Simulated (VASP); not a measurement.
Runs of VASP 6.6.1 on ZnO (zincite). It takes space group P6_3mc (No. 186, hexagonal). The conventional cell has a = 3.249 Å, b = 3.249 Å, c = 5.206 Å, α = 90.00°, β = 90.00°, γ = 120.00°. Around Zn (site symmetry 3m) lie 4 O at 1.97 to 1.98 Å. Around O (site symmetry 3m) lie 4 Zn at 1.97 to 1.98 Å. 

```tsv
level	potentials or basis	k mesh	grid for exact exchange (PRECFOCK)	screening parameter	gap on the mesh (eV)	pressure (GPa)	largest force (eV/Å)
PBEsol	VASP PAW PBE potentials, release 64 (Zn, O)	8 × 8 × 5	-	-	0.69	(a)	0.07
r2SCAN	VASP PAW PBE potentials, release 64 (Zn, O)	8 × 8 × 5	-	-	(c)	-0.2	0.09
LDA	VASP PAW LDA potentials, release 64 (Zn, O)	8 × 8 × 5	-	-	(b)	-6.0	0.06
PBE	VASP PAW PBE potentials, release 64 (Zn, O)	8 × 8 × 5	-	-	0.79	6.0	0.07
HSE06	VASP PAW PBE potentials, release 64 (Zn, O)	6 × 6 × 4	Fast	0.2 1/A	2.50	1.7	0.08
```

Alike in all rows: task single point; no spin polarisation; cell as given; cutoff (eV) 520; smearing fermi-dirac 0.02 eV.

Question: Estimate the missing entries.

Answer: (a) -0.5; (b) 0.74; (c) 1.23.

Caveats: an odd mesh through Γ misses points on the zone boundary, where band edges often lie (some runs); the PAW data sets were made with another functional, which shifts forces and pressure a little (some runs).

Not every run made on this cell is shown here.
